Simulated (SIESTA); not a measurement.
FeO (Wuestite):

```
Fe O
1.0
     0.00000    2.15540    2.15540
     2.15540    0.00000    2.15540
     2.15540    2.15540    0.00000
Fe O
1 1
Cartesian
  0.0000 0.0000 0.0000
  2.1554 2.1554 2.1554
```

Program: SIESTA 5.4.2. Alike in all runs: spin collinear, ferromagnetic start; cell as given; smearing fermi-dirac 0.05 eV; grid cutoff 800 Ry.

Question: Order these runs on this cell by their pressure, lowest first.
A. level LDA; potentials or basis PseudoDojo 0.4 standard (LDA files), DZP (energy shift 0.003 Ry; two zetas on semicore shells); k mesh 11 × 11 × 11; energy shift 0.003 Ry
B. level PBE; potentials or basis PseudoDojo 0.4 standard (PBE files), DZP (energy shift 0.003 Ry; two zetas on semicore shells); k mesh 11 × 11 × 11; energy shift 0.003 Ry
C. level vdW-DF-cx; potentials or basis PseudoDojo 0.4 standard (PBE files), DZP (energy shift 0.003 Ry; two zetas on semicore shells); k mesh 8 × 8 × 8; energy shift 0.003 Ry
D. level PBEsol; potentials or basis PseudoDojo 0.4 standard (PBEsol files), TZP (energy shift 0.002 Ry); k mesh 8 × 8 × 8; energy shift 0.002 Ry
E. level BLYP; potentials or basis PseudoDojo 0.4 standard (PBE files), DZP (energy shift 0.003 Ry; two zetas on semicore shells); k mesh 11 × 11 × 11; energy shift 0.003 Ry

Answer: A (-14.8 GPa), D (-8.1 GPa), C (-5.8 GPa), B (0.3 GPa), E (7.7 GPa).

Caveats: the basis of atomic orbitals isn't converged, which shifts pressures, moduli and gaps; a cell with one magnetic atom can't hold antiferromagnetic order, which such compounds often take; short orbitals over semicore shells can move pressures by several GPa (some runs); the potentials were made for another functional, which shifts forces and pressure (some runs); semicore shells carry a single zeta, which can move pressures by several GPa and volumes by a few percent (some runs).

Not every run made on this cell is shown here.
